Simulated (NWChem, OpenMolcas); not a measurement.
# Swapping F for Cl on C: the atomisation energy

Gas-phase molecules. On one C centre that keeps H, n of the F ligands are replaced by Cl. The atomisation energy (no zero-point term) y in kJ/mol at B3LYP/6-31G* (Cartesian functions). Shapes: PBE0-D4/def2-TZVP. Programs: NWChem 7.3.0, OpenMolcas 26.06. A level may come from different programs for different species; with the same settings they agree closely.

```
molecule  n  y (kJ/mol)
    CHF3  0        1923
  CHClF2  1        1727
  CHCl2F  2           ?
   CHCl3  3        1372
```

Task: Fit y = c + s·n to the known rows and predict CHCl2F.

Result: 
1. Means of the 3 rows: n = 1.33333, y = 1674.0.
2. Σ(Δn)² = 4.6667, Σ(Δn·Δy) = -853, so the slope is -853/4.6667 = -182.78.
3. Intercept: 1674.0 − (-182.78) × 1.33333 = 1917.7. The largest residual of the fit is 7.9.
4. CHCl2F: 1917.7 + (-182.78) × 2 = 1552 kJ/mol.

The run gave 1542 kJ/mol, so the prediction is off by +10 kJ/mol, more than the largest residual. The steps per swap are -196, -185, -170 kJ/mol. The slope is only an average step. Other levels give for CHCl2F: HF/STO-3G 1118 kJ/mol. Spin-orbit coupling of the free atoms (F 2, Cl 4 kJ/mol each; the atoms kept shift only the intercept) is left out.

Each replacement of F by Cl lowers the atomisation energy, because C–Cl is weaker than C–F: the compact F 2p orbital overlaps better with carbon, and fluorine's higher electronegativity adds a larger ionic contribution to the bond. The loss shrinks along the series, from -196 to -170 kJ/mol, so the ligands don't contribute independently. This suggests geminal stabilisation among the fluorines, through lone-pair donation into neighbouring C–F σ* orbitals and a more positive carbon. The first swap disrupts most of it. Growing Cl···Cl repulsion alone would make later swaps costlier, so it can't be the dominant source of the curvature.

The overestimate for CHCl2F follows from this shape, since a straight line through a convex series tends to run too high between its outer points. Atomic spin-orbit terms would change every step equally and leave the curvature intact. The much smaller HF/STO-3G value probably reflects missing correlation together with the minimal basis. Total atomisation energies alone can't separate changes in the carbon–halogen bonds from changes in the remaining C–H bond.
